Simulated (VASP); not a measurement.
# Tm (P6_3/mmc) in VASP: a series of runs

Runs on Tm. Level: PBE. Tasks: single point.

Program: VASP 6.6.1. These are calculated values, not measurements. Logs are shortened: lines on timing, memory, paths and dates and some standing lists are left out, and cuts for length are marked.

## 1. The structure

It takes space group P6_3/mmc (No. 194, hexagonal). Conventional cell: a = 3.538 Å, b = 3.538 Å, c = 5.555 Å, α = 90.00°, β = 90.00°, γ = 120.00°. Tm (site symmetry -6m2) has 12 Tm at 3.45 to 3.54 Å as nearest neighbours.

## 2. Single point, PBE, collinear spin, ferromagnetic start

INCAR reads:

```
SYSTEM = Tm
  ADDGRID = .False.
  ALGO = Normal
  EDIFF = 1E-6
  ENCUT = 350
  GGA = PE
  ISIF = 2
  ISMEAR = 0
  ISPIN = 2
  LASPH = .True.
  LCHARG = .False.
  LMAXMIX = 6
  LORBIT = 11
  LREAL = .False.
  LWAVE = .False.
  MAGMOM = 2 2
  NBANDS = 34
  NELM = 100
  PREC = Accurate
  SIGMA = 0.1
```

KPOINTS reads:

```
k-points
0
Gamma
  6 6 4
  0 0 0
```

POSCAR reads:

```
Tm
1.0
    3.5375000000      0.0000000000      0.0000000000
   -1.7687500000      3.0635648659      0.0000000000
    0.0000000000      0.0000000000      5.5546000000
Tm
2
Direct
    0.6666666667      0.3333333333      0.7500000000
    0.3333333333      0.6666666667      0.2500000000
```

Potentials or basis: VASP PAW PBE potentials, release 64 (Tm).

Launch:

```console
$ cat potpaw_PBE.64/Tm/POTCAR > POTCAR
$ mpirun -np 1 vasp_std > vasp.out
```

OUTCAR:

```text
SYSTEM = Tm
   EDIFF = 1E-6
   ENCUT = 350
   GGA = PE
   ISIF = 2
   ISMEAR = 0
   ISPIN = 2
   LASPH = .True.
   LORBIT = 11
   LREAL = .False.
   NELM = 100
   PREC = Accurate

 Found     21 irreducible k-points:

 Following reciprocal coordinates:
            Coordinates               Weight
  0.000000  0.000000  0.000000      1.000000
  0.166667 -0.000000  0.000000      6.000000
  0.333333  0.000000  0.000000      6.000000
  0.500000  0.000000  0.000000      3.000000
  0.166667  0.166667  0.000000      6.000000
  0.333333  0.166667  0.000000     12.000000
   k-points           NKPTS =     21   k-points in BZ     NKDIM =     21   number of bands    NBANDS=     34
   number of dos      NEDOS =    301   number of ions     NIONS =      2
   total plane-waves  NPLWV =  20736
   dimension x,y,z NGX =    24 NGY =   24 NGZ =   36
   dimension x,y,z NGXF=    48 NGYF=   48 NGZF=   72
   ions per type =               2
   NGX,Y,Z   is equivalent  to a cutoff of  11.28, 11.28, 10.77 a.u.
   NGXF,Y,Z  is equivalent  to a cutoff of  22.56, 22.56, 21.55 a.u.
 SYSTEM =  Tm
   PREC   = accura    normal or accurate (medium, high low for compatibility)
   ISTART =      0    job   : 0-new  1-cont  2-samecut
   ICHARG =      2    charge: 1-file 2-atom 10-const
   ISPIN  =      2    spin polarized calculation?
   LNONCOLLINEAR =      F non collinear calculations
   LSORBIT =      F    spin-orbit coupling
   LASPH  =      T    aspherical Exc in radial PAW
   ENCUT  =  350.0 eV  25.72 Ry    5.07 a.u.   5.40  5.40  8.47*2*pi/ulx,y,z
   NELM   =    100;   NELMIN=  2; NELMDL= -5     # of ELM steps
   EDIFF  = 0.1E-05   stopping-criterion for ELM
   LREAL  =      F    real-space projection
   EDIFFG = 0.1E-04   stopping-criterion for IOM
   NSW    =      0    number of steps for IOM
   IBRION =     -1    ionic relax: 0-MD 1-quasi-New 2-CG
   NFREE  =      0    steps in history (QN), initial steepest desc. (CG)
   ISIF   =      2    stress and relaxation
   ISYM   =      2    0-nonsym 1-usesym 2-fastsym
   POTIM  = 0.5000    time-step for ionic-motion
   TEBEG  =    0.0;   TEEND  =   0.0 temperature during run
   PSTRESS=    0.0 pullay stress
   NELECT =      46.0000    total number of electrons
   NUPDOWN=      -1.0000    fix difference up-down
   EMIN   =  10.00;   EMAX   =-10.00  energy-range for DOS
   EFERMI =   0.00;   METHOD = LEGACY
   ISMEAR =     0;   SIGMA  =   0.10  broadening in eV -4-tet -1-fermi 0-gaus
   EFERMI_NEDOS =   21; number of points for ismear=-14 and -15
   IALGO  =     38    algorithm
   IMIX   =      4    mixing-type and parameters
     AMIX     =   0.40;   BMIX     =  1.00
     AMIX_MAG =   1.60;   BMIX_MAG =  1.00
  volume/ion in A,a.u.               =      30.10       203.12
  Fermi-wavevector in a.u.,A,eV,Ry     =   1.496702  2.828357 30.478640  2.240117
  Thomas-Fermi vector in A             =   2.608685
   LORBIT       =     11    0 simple, 1 ext, 2 COOP (PROOUT), +10 PAW based schemes
   GGA     = PE    functional components
   LHFCALC =     F    Hartree Fock is set to
   AEXX    =    0.0000 exact exchange contribution
   IVDW    =     0    specifies the selected vdW correction
   LEPSILON=     F    determine dielectric tensor
   LRPA    =     F    only Hartree local field effects (RPA)
 spin polarized calculation
 Gauss-broadening in eV      SIGMA  =   0.10
  energy-cutoff  :      350.00
  volume of cell :       60.20
 maximum number of plane-waves:       911
 NGX is ok and might be reduce to    24
   NGX = 11   NGY = 11   NGZ = 17

 number of electron      45.9999963 magnetization       2.1870267

 Free energy of the ion-electron system (eV)
  ---------------------------------------------------
  ext. energy  EPLUGINS =         0.00000000
  ---------------------------------------------------
  free energy    TOTEN  =        -7.94960350 eV

  energy without entropy =       -7.87805111  energy(sigma->0) =       -7.91382731

 E-fermi :   2.2388     XC(G=0): -10.2774

 val. band max:        2.2369597145   @ k =   0.3333   0.1667   0.2500
 cond. band min:       2.2546161450   @ k =   0.3333   0.3333   0.5000
 fundamental gap:      0.0176564305
 Fermi energy:         2.2387757566

 spin component 1

 k-point     1 :       0.0000    0.0000    0.0000
  band No.  band energies     occupation
      1     -48.1788      1.00000
      2     -48.1277      1.00000
      3     -21.7647      1.00000
      4     -21.1890      1.00000
      5     -21.1890      1.00000
      6     -21.0858      1.00000
[... 26 lines left out ...]
     33       8.8358      0.00000
     34       8.8358      0.00000
[... 154 lines left out ...]
      4     -21.4758      1.00000
      5     -21.4744      1.00000
      6     -21.3585      1.00000
[... 26 lines left out ...]
     33       9.7537      0.00000
     34      10.2367      0.00000

 [... further k-points ...]

 spin component 2

 k-point     1 :       0.0000    0.0000    0.0000
  band No.  band energies     occupation
      1     -47.6392      1.00000
      2     -47.5850      1.00000
      3     -21.4350      1.00000
      4     -20.8375      1.00000
      5     -20.8375      1.00000
      6     -20.7287      1.00000
[... 26 lines left out ...]
     33       8.8663      0.00000
     34       8.8663      0.00000
[... 154 lines left out ...]
      4     -21.1407      1.00000
      5     -21.1285      1.00000
      6     -21.0176      1.00000
[... 26 lines left out ...]
     33       9.8237      0.00000
     34      10.3099      0.00000

 [... further k-points ...]

------------------------ aborting loop because EDIFF is reached ----------------------------------------

  FORCE on cell =-STRESS in cart. coord.  units (eV):
  Direction    XX          YY          ZZ          XY          YZ          ZX
  --------------------------------------------------------------------------------------
  -------------------------------------------------------------------------------------
  Total        1.0515150      1.0515150      1.5809598      0.0000000     -0.0000000      0.0000000
  in kB       27.9865733     27.9865733     42.0779994      0.0000000     -0.0000000      0.0000000
  external PRESSURE =      32.6837153 kB  Pullay stress =       0.0000000 kB

 VOLUME and BASIS-vectors are now :
 -----------------------------------------------------------------------------
  energy-cutoff  :      350.00
  volume of cell :       60.20
      direct lattice vectors                 reciprocal lattice vectors
     3.537500000  0.000000000  0.000000000     0.282685512  0.163208557  0.000000000
    -1.768750000  3.063564866  0.000000000     0.000000000  0.326417113  0.000000000
     0.000000000  0.000000000  5.554600000     0.000000000  0.000000000  0.180030965

 POSITION                                       TOTAL-FORCE (eV/Angst)
 -----------------------------------------------------------------------------------
      1.76875      1.02119      4.16595        -0.000000      0.000000      0.000000
     -0.00000      2.04238      1.38865         0.000000      0.000000     -0.000000
 -----------------------------------------------------------------------------------
    total drift:                               -0.000000      0.000000     -0.000000

  FREE ENERGIE OF THE ION-ELECTRON SYSTEM (eV)
  ---------------------------------------------------
  free  energy   TOTEN  =        -7.9496035042 eV

  energy  without entropy=       -7.8780511135  energy(sigma->0) =       -7.91382731

 total charge

# of ion       s       p       d       f       tot
--------------------------------------------------
    1        2.219   5.927   0.418  12.492  21.056
    2        2.219   5.927   0.418  12.492  21.056
--------------------------------------------------
tot          4.438  11.854   0.836  24.984  42.112

 magnetization (x)

# of ion       s       p       d       f       tot
--------------------------------------------------
    1        0.003  -0.038  -0.058   1.311   1.218
    2        0.003  -0.038  -0.058   1.311   1.218
--------------------------------------------------
tot          0.005  -0.075  -0.116   2.622   2.436
```

stdout:

```text
POSCAR found type information on POSCAR Tm
 POSCAR found :  1 types and       2 ions
 scaLAPACK will be used
 LDA part: xc-table for (Slater+PW92), standard interpolation
 POSCAR, INCAR and KPOINTS ok, starting setup
 FFT: planning ... GRIDC
 FFT: planning ... GRID_SOFT
 FFT: planning ... GRID
 WAVECAR not read
 entering main loop
```

It took 57 s on 1 thread of Intel Xeon 6975P-C (Granite Rapids), shared host; peak memory 0.19 GiB.

The run converged, but some of its settings lie outside the range that counts as converged, so its numbers aren't taken as properties of the crystal.

What came out:

* Free energy: -7.9496 eV
* Band gap on the k mesh: none (metal or under the smearing width)
* Net moment: 2.19 μB per cell
* Site moments: Tm +1.22 μB
* Valence electrons inside the program's atomic spheres: Tm 21.06

Caveat: the cutoff is under 1.25 times the usual one of these potentials, so pressure, stress and relaxed cells hold a basis-set (Pulay) error; the magnetic or orbital state may not be the lowest; spin-orbit coupling is left out, which moves the levels of the heavy elements.

## 3. Single point, PBE, collinear spin, ferromagnetic start

INCAR is that of step 2.

KPOINTS is that of step 2.

POSCAR reads:

```
Tm
1.0
    3.5375000000      0.0000000000      0.0000000000
   -1.7687500000      3.0635648659      0.0000000000
    0.0000000000      0.0000000000      5.5546000000
Tm
2
Direct
    0.6688770000      0.3485380000      0.7530920000
    0.3126680000      0.6408000000      0.2438310000
```

Potentials or basis: VASP PAW PBE potentials, release 64 (Tm).

Launch:

```console
$ cat potpaw_PBE.64/Tm/POTCAR > POTCAR
$ mpirun -np 1 vasp_std > vasp.out
```

Run time: 4.1 min. Hardware: 1 thread of Intel Xeon 6975P-C (Granite Rapids), shared host; peak memory 0.27 GiB.

These settings aren't checked as converged: the numbers below hold their error.

What came out:

| Quantity | Value |
| --- | --- |
| Free energy | -7.9376 eV |
| Largest force | 0.227 eV/Å |
| Band gap on the k mesh | none (metal or under the smearing width) |
| Net moment | 2.18 μB per cell |
| Site moments | Tm +1.22 μB |
| Valence electrons inside the program's atomic spheres | Tm 21.06 |

Caveat: the cutoff is under 1.25 times the usual one of these potentials, so pressure, stress and relaxed cells hold a basis-set (Pulay) error; the magnetic or orbital state may not be the lowest; spin-orbit coupling is left out, which moves the levels of the heavy elements.
